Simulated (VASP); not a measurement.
**CuCl: single point with PBE**

**Measured values to compare with.**

A printed reference work, data compilation reports, for a bulk crystal of CuCl at 4.2 K: band gap 3.399 eV (direct).

Crystal: CuCl.

```
Cu Cl
1.0
     0.00000    2.71010    2.71010
     2.71010    0.00000    2.71010
     2.71010    2.71010    0.00000
Cu Cl
1 1
Direct
  0.00000 0.00000 0.00000
  0.75000 0.75000 0.75000
```

```yaml
Program: VASP 6.6.1
Task: single point
Functional: PBE
Potentials_or_basis: VASP PAW PBE potentials, release 64 (Cu, Cl)
Cutoff: 520 eV
k_mesh: 6 × 6 × 6
Occupations: gaussian, width 0.1 eV
Spin: collinear spin, typed start
Starting_moments: "[1.0, 0.0] μB"
Dipole_correction: no
Further_INCAR_settings: ALGO = Normal; EDIFF = 1e-06; NBANDS = 20
```

- Pressure: 0.2 GPa
- Band gap on the k mesh: 0.53 eV, direct
- Net moment: 0.00 μB per cell
- Valence electrons inside the program's atomic spheres: Cu 9.91; Cl 5.09

Levels at points of the mesh, in eV from the valence-band top:
Spin up:
| k point | band 5 | band 6 | band 7 | band 8 | band 9 | band 10 | band 11 | band 12 | band 13 | band 14 |
| --- | --- | --- | --- | --- | --- | --- | --- | --- | --- | --- |
| (0.00, 0.00, 0.00) | -1.46 | -1.46 | 0.00 | 0.00 | 0.00 | 0.53 | 6.75 | 6.75 | 6.75 | 11.72 |
| (0.50, 0.00, 0.00) | -1.39 | -1.39 | -1.34 | -0.55 | -0.55 | 2.89 | 6.78 | 7.18 | 7.18 | 11.93 |
| (0.50, 0.50, 0.00) | -1.59 | -1.36 | -1.28 | -1.08 | -1.08 | 3.45 | 4.47 | 8.74 | 10.96 | 10.96 |
Spin down:
```tsv
k point	band 7	band 8	band 9	band 10	band 11	band 12
(0.00, 0.00, 0.00)	0.00	0.00	0.00	0.53	6.75	6.75
(0.50, 0.00, 0.00)	-1.34	-0.55	-0.55	2.89	6.78	7.18
(0.50, 0.50, 0.00)	-1.28	-1.08	-1.08	3.45	4.47	8.74
```

Run time: 14 s on 1 thread of Intel(R) Xeon(R) 6975P-C (Granite Rapids) (shared host), peak memory 0.18 GiB.

A measured gap of CuCl is 3.399 eV (direct; 4.2 K; a printed reference work, data compilation); the calculated 0.53 eV misses it by -2.86 eV. So large a miss can be the level of theory's own, or it may mean another phase, state or a wrong row. The value is that of PBE, without temperature or zero-point motion. Semilocal functionals fall short of measured gaps as a rule.
